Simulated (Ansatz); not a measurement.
Cubic perovskite LaAlO₃ (cubic high-temperature phase), treated with HSE06 (plane waves, PAW; Ansatz, an electronic-structure program).

Run with plane-wave cutoff 460 eV, 6×6×6 k mesh, Fermi–Dirac smearing 0.01 eV, scalar-relativistic PAW data made under PBE.

Computed points:

```json
[
 {"V (Å³/atom)": "10.223", "E − E_lowest (meV/atom)": "19.75", "P (GPa)": "12.39"},
 {"V (Å³/atom)": "10.492", "E − E_lowest (meV/atom)": "4.51", "P (GPa)": "5.89"},
 {"V (Å³/atom)": "10.861", "E − E_lowest (meV/atom)": "0.00", "P (GPa)": "-1.75"},
 {"V (Å³/atom)": "11.030", "E − E_lowest (meV/atom)": "3.47", "P (GPa)": "-4.81"},
 {"V (Å³/atom)": "11.299", "E − E_lowest (meV/atom)": "15.34", "P (GPa)": "-9.22"}
]
```

Task: What bulk modulus B0 and pressure derivative B′ does a third-order Birch–Murnaghan fit give?

Result: V0 = 10.770 Å³/atom, B0 = 213 GPa, B′ = 4.2 (fit to the energies at full precision).

Measured, for comparison: bulk modulus 215 ± 4 GPa (room temperature, no zero-point or thermal correction, cubic phase above 14 GPa, extrapolated to zero pressure; as tabulated in Guennou et al. (2011), arXiv:1105.1276). Computed (rounded) less measured: bulk modulus -0.9 % (inside the measured uncertainty).

Note: the relaxation could not lower the start's symmetry, so the cell can be a saddle point above a distorted one.

Spin–orbit coupling is not included.

Computed values are for the static lattice.
